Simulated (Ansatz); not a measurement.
**Hf3N2: iterations to self-consistency**

These are results of Ansatz, DFT PBEsol, scalar-relativistic, plane waves, PAW, not measurements.

```cif
data_structure
_symmetry_space_group_name_H-M 'P 1'
_symmetry_Int_Tables_number 1
_cell_length_a 7.9717
_cell_length_b 7.9717
_cell_length_c 7.9717
_cell_angle_alpha 23.148
_cell_angle_beta 23.148
_cell_angle_gamma 23.148
_cell_volume 68.72
loop_
_atom_site_label
_atom_site_type_symbol
_atom_site_fract_x
_atom_site_fract_y
_atom_site_fract_z
_atom_site_occupancy
Hf1 Hf 0.77942 0.77942 0.77942 1
Hf2 Hf 0.22058 0.22058 0.22058 1
Hf3 Hf 0.00000 0.00000 0.00000 1
N1 N 0.61192 0.61192 0.61192 1
N2 N 0.38808 0.38808 0.38808 1
```

| Item | Value |
| --- | --- |
| plane-wave cutoff | 420 eV |
| Γ-centred k-mesh | 12×12×12 |
| occupation rule | Gaussian smearing, 0.1 eV |
| spin treatment | unpolarised |

Each run starts from superposed atomic densities and uses the program's default quasi-Newton mixer with a history of 8, at most 120 iterations and the default threshold on the density residual; only the mixing preconditioner differs.

```tsv
mixing preconditioner	iterations	converged	density residual (eV) at iterations 1, 3, 5
none	11	yes	13 1.2 0.14
kerker-dos	9	yes	13 0.21 0.00064
ldos	11	yes	13 1.1 0.0066
resta	11	yes	13 0.26 0.0017
```

Cost: 4 runs of about 1.6 core-minutes in all, on Oxide Virtual Turin-like Processor (Zen 5) (shared hosts).